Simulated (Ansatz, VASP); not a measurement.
Be: VASP beside Ansatz

File INCAR:

```
SYSTEM = Be
PREC     = Accurate       ! precision mode
ENCUT    = 520            ! plane-wave cutoff, eV
EDIFF    = 1E-6           ! SCF threshold, eV
ISMEAR   = -1             ! smearing method
SIGMA    = 0.05           ! smearing width, eV
LREAL    = .False.        ! projectors in reciprocal space
LASPH    = .True.         ! aspherical terms in the spheres
NELM     = 80             ! most SCF steps
ALGO     = Normal         ! electronic algorithm
ISIF     = 2              ! what is computed and relaxed
LWAVE    = .False.        ! write WAVECAR
LCHARG   = .False.        ! write CHGCAR
GGA      = PE             ! functional
NBANDS   = 9              ! bands
```

File KPOINTS:

```
Automatic mesh
0
Gamma
  15 15 8
  0 0 0
```

POSCAR

```
Be
1.0
    2.2853000000      0.0000000000      0.0000000000
   -1.1426500000      1.9791278553      0.0000000000
    0.0000000000      0.0000000000      3.5842000000
Be
2
Direct
    0.3133333333      0.6566666667      0.2350000000
    0.6866666667      0.3433333333      0.7650000000
```

Input for Ansatz:

```yaml
crystal:
  lattice:
    - [2.2853, 0.0, 0.0]
    - [-1.14265, 1.9791278553, 0.0]
    - [0.0, 0.0, 3.5842]
  atoms:
    - { symbol: Be, position: [0.3133333333, 0.6566666667, 0.235] }
    - { symbol: Be, position: [0.6866666667, 0.3433333333, 0.765] }
kpoints:
  mp_grid: { grid: [15, 15, 8] }
scf:
  occupations: { method: fermi_dirac, width: 0.05 }
hamiltonian:
  xc: pbe
  pseudopotentials: { kind: paw }
output:
  forces: true
  stress: true
  eigenvalues: true
  populations: true
  write_density: true
  write_potential: true
  elf: true
  volumetric_format: npy
```

Change from the starting cell: shortest bond scaled by 0.94, PAW files.

Alike in both runs: task single point; functional PBE; k mesh 15 × 15 × 8; occupations fermi-dirac, width 0.05 eV; no spin polarisation.

|  | VASP | Ansatz |
| --- | --- | --- |
| version | VASP 6.6.1 | Ansatz 0.2.0 |
| potentials or method | VASP PAW PBE potentials, release 64 (Be) | PAW with Ansatz's default frozen-core files, scalar-relativistic |
| plane-wave cutoff (eV) | 520 | 420 |
| valence electrons in the cell | 4 | 4 |

|  | VASP | Ansatz | Ansatz less VASP |
| --- | --- | --- | --- |
| pressure (GPa) | -1.7 | -1.8 | -0.14 |
| largest component of the traceless stress (GPa) | 2.92 | 2.89 | -0.027 |
| rms of the force components (eV/Å) | 0.514 | 0.510 | -0.0049 |

Atom by atom the forces differ by 0.005 eV/Å (rms over components).
